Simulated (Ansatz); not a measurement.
# FeO in Ansatz: the effect of starting spin order

FeO:

```
Fe O
1.0
    -1.60210    1.60210    2.08339
     1.60210   -1.60210    2.08339
     1.60210    1.60210   -2.08339
Fe O
1 1
Direct
  0.00000 0.00000 0.00000
  0.50000 0.50000 0.00000
```

The cell comes from a database or a generator and needn't be the stable form of this composition.

Alike in all runs:

```yaml
Program: Ansatz 0.2.0
Task: single point
Functional: PBE
Potentials_or_basis: Ansatz PAW
Cutoff: "420 eV (not typed: the program's choice for these potentials)"
k_mesh: 12 × 12 × 12
Occupations: fermi-dirac, width 0.05 eV
```

```csv
starting spin order,spin,starting moments,energy over the lowest run (meV/atom),final net moment (μB),final largest site moment (μB)
spin off,no spin polarisation,-,?,?,?
fm,"collinear spin, ferromagnetic start","[3.0, 0.0] μB",0.0,4.00,3.40
random,"collinear spin, random start","[-2.68, 0.0] μB",0.0,-4.00,3.40
"ferromagnetic start, larger moments","collinear spin, ferromagnetic start","[4.5, 0.0] μB",0.0,4.00,3.40
```

Q: What does the run with starting spin order spin off give?

A: Energy over the lowest run 803.5 meV/atom; final net moment 0.00 μB; final largest site moment 0.00 μB.

Caveats: a cell with one magnetic atom can't hold antiferromagnetic order, which such compounds often take (some runs).
